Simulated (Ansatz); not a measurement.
Reaction (hydrogen abstraction from the Si–H bond): `CN([SiH3])[SiH3]` + `F[C](F)F`• → `CN([SiH2])[SiH3]`• + `FC(F)F`

Program: Ansatz. Geometries: PBE0-D4/def2-TZVP. ΔE: electronic, gas phase. CCSD(T)/CBS is the MP2 limit (def2-TZVPP, def2-QZVPP) plus CCSD(T) − MP2 in def2-TZVPP, frozen cores. This one scheme is used for every species. Functionals use def2-TZVPP. HSE06 is defined as in plane-wave codes. Open shells (•) are unrestricted, without spin–orbit coupling.

(1) Is it downhill or uphill in electronic energy at CCSD(T)/CBS, and by how much? (Best estimate.)

(2) What do these levels give: HSE06-D4, B2PLYP, PBE-QIDH, PBE, BLYP, r2SCAN0, CAM-B3LYP, LC-ωPBE, CCSD/def2-SVP, SCS-MP2/def2-TZVPP, MP2/def2-QZVPP, HF/CBS(def2)? (Best estimate.)

Largest T1 diagnostic among the species: 0.015.

Results:

(1) Ansatz gave: Downhill: ΔE = -76.4 kJ/mol.

(2) Ansatz gave: HSE06-D4 -75.6, B2PLYP -72.1, PBE-QIDH -74.3, PBE -77.7, BLYP -71.8, r2SCAN0 -67.7, CAM-B3LYP -69.4, LC-ωPBE -68.1, CCSD/def2-SVP -71.8, SCS-MP2/def2-TZVPP -76.7, MP2/def2-QZVPP -79.4, HF/CBS(def2) -50.7 kJ/mol.

Leaving LDA and LC-ωPBE aside and taking each functional with its dispersion term where it has one, the values, not all of them listed here, spread over 10.7 kJ/mol, from PBE-D4 to ωB97X-V. LDA lies −10.8 kJ/mol from PBE without D4. From BLYP to BHLYP (50 % exact exchange), in def2-TZVPP and without D4, ΔE moves by +5.2 kJ/mol. At CCSD(T), def2-SVP lies +3.6 kJ/mol from the extrapolated value and def2-TZVPP +0.4 kJ/mol.
